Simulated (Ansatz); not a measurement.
# GaP (rocksalt type): the cost of one run

Computed with Ansatz 0.2.0 (DFT, PBE, PAW with Ansatz's default frozen-core files, scalar-relativistic, unless a step's input says otherwise).

## (1) The structure to begin with

It takes space group Fm-3m (No. 225, cubic). The conventional cell has a = 4.694 Å, b = 4.694 Å, c = 4.694 Å, α = 90.00°, β = 90.00°, γ = 90.00°. Ga (site symmetry m-3m) has 6 P at 2.35 Å as nearest neighbours. P (site symmetry m-3m) has 6 Ga at 2.35 Å as nearest neighbours.

As a file:

```cif
data_structure
_symmetry_space_group_name_H-M 'Fm-3m'
_symmetry_Int_Tables_number 225
_cell_length_a 4.6944
_cell_length_b 4.6944
_cell_length_c 4.6944
_cell_angle_alpha 90.000
_cell_angle_beta 90.000
_cell_angle_gamma 90.000
_cell_volume 103.45
loop_
_atom_site_label
_atom_site_type_symbol
_atom_site_symmetry_multiplicity
_atom_site_Wyckoff_symbol
_atom_site_fract_x
_atom_site_fract_y
_atom_site_fract_z
_atom_site_occupancy
Ga1 Ga 4 a 0.00000 0.00000 0.00000 1
P1 P 4 b 0.50000 0.00000 0.00000 1
```

The file gives the conventional cell by its symmetry; the runs use the cell typed in the input.

Atoms are numbered in the order of the input: Ga1, P2.

## (2) Cell relaxed at zero pressure, PAW

input.yaml reads:

```yaml
crystal:
  lattice:
    - [0.0, 2.3472160896, 2.3472160896]
    - [2.3472160896, 0.0, 2.3472160896]
    - [2.3472160896, 2.3472160896, 0.0]
  atoms:
    - { symbol: Ga, position: [0.0, 0.0, 0.0] }
    - { symbol: P, position: [0.5, 0.5, 0.5] }
kpoints:
  mp_grid: { grid: [15, 15, 15] }
scf:
  occupations: { method: fermi_dirac, width: 0.1 }
hamiltonian:
  xc: pbe
  pseudopotentials: { kind: paw }
output:
  forces: true
  stress: true
relax:
  f_tol: 0.005
  max_steps: 40
  cell: {}
```

Launch:

```bash
ansatz run input.yaml --threads 1 --pin off --max-ram 3584MiB --backend cpu --events-out ev --progress --plain --runs-dir out
```

Q: Estimate wall time and peak memory on 1 thread of Intel Xeon Platinum 8488C (Sapphire Rapids), shared host.

About 14 s, with a peak of 0.4 GiB.
